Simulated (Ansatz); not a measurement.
Method: DFT PBE, scalar-relativistic, plane waves, PAW in Ansatz. Settings: cutoff 420 eV, Γ-centred meshes spaced at most about 0.3 Å⁻¹, and about 0.25 Å⁻¹ or finer for metals (2π included), Gaussian smearing. No spin polarisation.

Each guess is relaxed in cell and atoms at zero pressure, on a coarse mesh first where it starts far from rest and then on a converged one. The steps can't lower the symmetry of the start, but it can rise. Energies are static (0 K, no zero-point motion).

Two unrelaxed guesses for SnH5:

Guess 1.

Space group P6/mmm (No. 191). a = 3.943 Å, b = 3.943 Å, c = 5.868 Å, α = 90.00°, β = 90.00°, γ = 120.00°
```csv
atom,site,symmetry,x,y,z
Sn,1b,6/mmm,0.0000,0.0000,0.5000
H,2e,6mm,0.0000,0.0000,0.2050
H,1a,6/mmm,0.0000,0.0000,0.0000
H,2c,-6m2,0.3333,0.6667,0.0000
```

Guess 2.

Space group P-6m2 (No. 187). a = 2.626 Å, b = 2.626 Å, c = 13.477 Å, α = 90.00°, β = 90.00°, γ = 120.00°
| atom | site | symmetry | x | y | z |
| --- | --- | --- | --- | --- | --- |
| Sn | 1a | -6m2 | 0.0000 | 0.0000 | 0.0000 |
| H | 2h | 3m. | 0.3333 | 0.6667 | 0.8184 |
| H | 2g | 3m. | 0.0000 | 0.0000 | 0.6598 |
| H | 1d | -6m2 | 0.3333 | 0.6667 | 0.5000 |

Question: Do they relax into the same structure? If not, which is lower?

Answer: No. Guess 2 ends lower, by 0.49 eV/atom. Guess 1: P6/mmm at 13.2 Å³/atom → P6/mmm at 8.5 Å³/atom; Guess 2: P-6m2 at 13.4 Å³/atom → P-6m2 at 9.9 Å³/atom. Counting H atoms around Sn (those within 1.25 times the shortest such distance or 1.15 times the sum of covalent radii; a plus sign parts nearer from farther groups), the end of guess 1 has Sn 2 and the end of guess 2 has Sn 2+6. The end of guess 2 holds H–H pairs as short as in free H₂ molecules (shortest 0.77 Å); in the end of guess 1 the shortest H–H distance is 1.04 Å, near bonding range too. End of guess 1. Conventional cell: a = 3.140 Å, c = 5.947 Å. Sn has 2 H at 1.94 Å; around H on a site of symmetry 6mm lie 1 H at 1.04 Å, 1 Sn at 1.94 Å and 7 H at 2.08–2.09 Å; H on a site of symmetry 6/mmm has 2 H at 1.04 Å and 6 H at 1.81 Å (long contacts); 1 more site not described. End of guess 2. Conventional cell: a = 3.505 Å, c = 5.593 Å. Around Sn lie 2 H at 2.41 Å and 6 H at 2.73 Å; H on a site of symmetry 3m has 1 H at 0.97 Å, 1 H at 1.94 Å, 3 H at 2.11 Å, 3 H at 2.43 Å and 3 Sn at 2.73 Å; H on a second site of symmetry 3m is surrounded by 1 H at 0.77 Å, 3 H at 2.06 Å, 3 H at 2.11 Å, 1 Sn at 2.41 Å and 3 H at 2.43 Å; 1 more site not described.

Ends held by symmetry can be saddle points. Neither end is the lowest form computed: that has space group P-6m2 (No. 187) and lies 125 meV/atom below the better end. Even the lowest of the cells shown lies +0.39 eV/atom against the elements. Weakly bound directions are ill-defined at this level, which has no dispersion term (P-6m2), and this can change margins and order among such cells. With hydrogen, zero-point motion can shift such differences by 10 meV/atom or more. Some types were kept out of the candidates beforehand, so the set may lack a known form.
